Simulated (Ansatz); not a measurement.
Write the native input for Ansatz 0.2.0 that does the following.

```yaml
Task: band structure
Functional: PBEsol
Potentials_or_basis: Ansatz PAW
Cutoff: "420 eV (not typed: the program's choice for these potentials)"
k_mesh: 12 × 12 × 4
Occupations: fermi-dirac, width 0.05 eV
Spin: no spin polarisation
Path: "[[\"G\", \"M\", \"K\", \"G\", \"A\", \"L\", \"H\", \"A\"], [\"L\", \"M\"], [\"K\", \"H\"]]"
Points_for_each_segment_of_the_path: 10
```

C:

```
C
1.0
     2.52210    0.00000    0.00000
    -1.26105    2.18420    0.00000
     0.00000    0.00000    8.23710
C
8
Direct
  0.66667 0.33333 0.84375
  0.33333 0.66667 0.34375
  0.66667 0.33333 0.65625
  0.33333 0.66667 0.15625
  0.00000 0.00000 0.90625
  0.00000 0.00000 0.40625
  0.00000 0.00000 0.59375
  0.00000 0.00000 0.09375
```

This is a hexagonal form of diamond, not graphite.

The input as run:

input.yaml

```yaml
crystal:
  lattice:
    - [2.5221, 0.0, 0.0]
    - [-1.26105, 2.1842026709, 0.0]
    - [0.0, 0.0, 8.2371]
  atoms:
    - { symbol: C, position: [0.6666666667, 0.3333333333, 0.84375] }
    - { symbol: C, position: [0.3333333333, 0.6666666667, 0.34375] }
    - { symbol: C, position: [0.6666666667, 0.3333333333, 0.65625] }
    - { symbol: C, position: [0.3333333333, 0.6666666667, 0.15625] }
    - { symbol: C, position: [0.0, 0.0, 0.90625] }
    - { symbol: C, position: [0.0, 0.0, 0.40625] }
    - { symbol: C, position: [0.0, 0.0, 0.59375] }
    - { symbol: C, position: [0.0, 0.0, 0.09375] }
hamiltonian:
  xc: pbesol
  pseudopotentials: { kind: paw }
kpoints:
  mp_grid: { grid: [12, 12, 4] }
  band_path:
    path:
      - [[0.0, 0.0, 0.0], [0.5, 0.0, 0.0], [0.3333333333, 0.3333333333, 0.0], [0.0, 0.0, 0.0], [0.0, 0.0, 0.5], [0.5, 0.0, 0.5], [0.3333333333, 0.3333333333, 0.5], [0.0, 0.0, 0.5]]
      - [[0.5, 0.0, 0.5], [0.5, 0.0, 0.0]]
      - [[0.3333333333, 0.3333333333, 0.0], [0.3333333333, 0.3333333333, 0.5]]
    npoints: 10
scf:
  occupations: { method: fermi_dirac, width: 0.05 }
  n_extra_bands: 20
output:
  forces: true
  stress: true
  eigenvalues: true
  fatbands: false
  write_density: true
  write_potential: true
  elf: true
  volumetric_format: npy
```

Potentials or basis: Ansatz PAW.

The run is started by

```sh
$ ansatz run input.yaml --threads 4 --pin off --max-ram 11264MiB --backend cpu --events-out ev --progress --plain --runs-dir out
```

It gave:

```json
{
  "Pressure": "-4.3 GPa",
  "Largest force": "0.330 eV/Å",
  "Band gap on the k mesh": "4.28 eV, indirect (least direct gap 5.13 eV)",
  "Band gap along the path": "4.29 eV, indirect (least direct gap 5.13 eV)"
}
```

Caveat: the pressure holds a Pulay correction of +1.0 GPa for the finite cutoff; the PAW data sets come from PBE, with cores solved anew for the run's functional, which leaves a small shift of forces and pressure.

Wall time 1.7 s on 4 threads of Intel(R) Xeon(R) Platinum 8488C (Sapphire Rapids), with other jobs on the host, peak memory 0.44 GiB.
